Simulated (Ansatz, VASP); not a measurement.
## CaSe in VASP and in Ansatz

INCAR

```
SYSTEM = CaSe
  PREC = Accurate
  ENCUT = 520
  EDIFF = 1E-6
  ISMEAR = 0
  SIGMA = 0.1
  LREAL = .FALSE.
  LASPH = .TRUE.
  NELM = 100
  ALGO = Normal
  ISIF = 2
  LWAVE = .FALSE.
  LCHARG = .FALSE.
  GGA = PE
  NBANDS = 15
```

KPOINTS

```
Automatic mesh
0
G
  8 8 8
  0 0 0
```

Contents of POSCAR:

```
CaSe
1.0
    4.1804152900      0.0000000000      0.0000000000
    2.0902076450      3.6203458395      0.0000000000
    2.0902076450      1.2067819465      3.4132947911
Se Ca
1 1
Direct
    0.5000000000      0.5000000000      0.5000000000
    0.0000000000      0.0000000000      0.0000000000
```

File input.yaml:

```yaml
crystal:
  lattice:
    - [4.18041529, 0.0, 0.0]
    - [2.090207645, 3.6203458395, 0.0]
    - [2.090207645, 1.2067819465, 3.4132947911]
  atoms:
    - { symbol: Se, position: [0.5, 0.5, 0.5] }
    - { symbol: Ca, position: [0.0, 0.0, 0.0] }
kpoints:
  mp_grid: { grid: [8, 8, 8] }
scf:
  occupations: { method: gaussian, width: 0.1 }
hamiltonian:
  xc: pbe
  pseudopotentials: { kind: all_electron, lapw: { basis_error: 0.001 } }
output:
  forces: true
  stress: true
  eigenvalues: true
```

Alike in both runs: task single point; functional PBE; k mesh 8 × 8 × 8; occupations gaussian, width 0.1 eV; no spin polarisation.

|  | VASP | Ansatz |
| --- | --- | --- |
| version | VASP 6.6.1 | Ansatz 0.2.0 |
| potentials or method | VASP PAW PBE potentials, release 64 (Se, Ca_sv) | all-electron LAPW, scalar-relativistic |
| plane-wave cutoff (eV) | 520 | see its input |

VASP gave:

- gap on the k mesh at the Fermi level (eV): 2.02
- least direct gap on the mesh (eV): 2.96
- pressure (GPa): 1.3

Question: Estimate Ansatz's values.

Answer: gap on the k mesh at the Fermi level (eV): 2.03; least direct gap on the mesh (eV): 2.96; pressure (GPa): 1.2.

Ansatz ran all-electron here, so the differences hold the error of VASP's frozen core and of both bases.

A k mesh can miss the band edges.
